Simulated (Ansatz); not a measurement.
Take a crystal in which Te has been replaced by Se on all its sites, with the cell rescaled by a rough guess (in some cases also distorted within its space group) and nothing relaxed:

```xyz
2
Lattice="0.0000 2.5832 2.5832 2.5832 0.0000 2.5832 2.5832 2.5832 0.0000" Properties=species:S:1:pos:R:3 pbc="T T T"
Be    0.0000    0.0000    0.0000
Se    3.8748    3.8748    3.8748
```

All numbers below come from DFT PBE, scalar-relativistic, plane waves, PAW in Ansatz.

Settings: cutoff 420 eV, Γ-centred mesh 8×8×8 on the computed 2-atom cell, Gaussian smearing of 0.02 eV; no spin polarisation.

(1) Will this cell want to expand or contract, and how hard?

(2) Is it a metal on this mesh?

(3) What is its energy against the elements in their standard states?

Answers

(1) The pressure is 0.5 GPa (positive in compression), so the cell would expand.

(2) No: the gap is 2.66 eV, the least direct gap 4.27 eV.

(3) -0.796 eV/atom at this unrelaxed geometry, with the elements in the same functional.